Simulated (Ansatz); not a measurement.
# Zr2N: the cost of one run

Computed with Ansatz 0.2.0 (DFT r2SCAN, scalar-relativistic, plane waves, PAW).

### 1 Starting point

Symmetry: P4_2/mnm, No. 136, tetragonal system. Conventional cell: a = 5.421 Å, b = 5.421 Å, c = 3.306 Å, α = 90.00°, β = 90.00°, γ = 90.00°. Zr (site symmetry m2m) is surrounded by 3 N at 2.27 Å. Around N (site symmetry mmm) lie 6 Zr at 2.27 Å.

Coordinates:

```xyz
6
Lattice="5.4214 0.0000 0.0000 0.0000 5.4214 0.0000 0.0000 0.0000 3.3058" Properties=species:S:1:pos:R:3 pbc="T T T"
Zr    1.6060    1.6060    0.0000
Zr    3.8155    3.8155    0.0000
Zr    4.3167    1.1047    1.6529
Zr    1.1047    4.3167    1.6529
N     0.0000    0.0000    0.0000
N     2.7107    2.7107    1.6529
```

It is the end of an earlier relaxation with the same method, from a generated guess; it needn't be the stable form of this composition. At a tolerance of 0.05 Å it has space group P4_2/mnm (No. 136); it has 16.19 Å³/atom, an uncorrected energy of -1.24 eV/atom over the elements and, on its mesh, gap none (metal).

### 2 Level of theory: r2SCAN

Input file input.yaml:

```yaml
crystal:
  lattice:
    - [5.4214205503, 0.0, 0.0]
    - [0.0, 5.4214205503, 0.0]
    - [0.0, 0.0, 3.305770962]
  atoms:
    - { symbol: Zr, position: [0.2962251414, 0.2962251414, 0.0] }
    - { symbol: Zr, position: [0.7037748586, 0.7037748586, 0.0] }
    - { symbol: Zr, position: [0.7962251414, 0.2037748586, 0.5] }
    - { symbol: Zr, position: [0.2037748586, 0.7962251414, 0.5] }
    - { symbol: "N", position: [0.0, 0.0, 0.0] }
    - { symbol: "N", position: [0.5, 0.5, 0.5] }
basis:
  ecutwfc: 500
kpoints:
  mp_grid: { grid: [8, 8, 12] }
  band_path:
    path:
      - [[0.0, 0.0, 0.0], [0.0, 0.5, 0.0], [0.5, 0.5, 0.0], [0.0, 0.0, 0.0], [0.0, 0.0, 0.5], [0.0, 0.5, 0.5], [0.5, 0.5, 0.5], [0.0, 0.0, 0.5]]
      - [[0.0, 0.5, 0.0], [0.0, 0.5, 0.5]]
      - [[0.5, 0.5, 0.0], [0.5, 0.5, 0.5]]
    npoints: 14
hamiltonian:
  xc: r2scan
scf:
  occupations: { method: gaussian, width: 0.1 }
  n_extra_bands: 15
output:
  forces: true
  stress: true
  eigenvalues: true
  populations: true
  dos: { projected: true, de: 0.02, nscf_kmesh: { grid: [10, 10, 15] } }
  bader: true
  write_density: true
  write_potential: true
  elf: true
  volumetric_format: npy
```

The run is started by

```
$ ansatz run input.yaml --threads 1 --pin off --max-ram 2560MiB --backend cpu --events-out ev --progress --plain --runs-dir out
```

What time and memory should one allow on 1 thread of AMD EPYC 9R45 (Zen 5), shared host?

About 83 s, with a peak of 0.96 GiB.
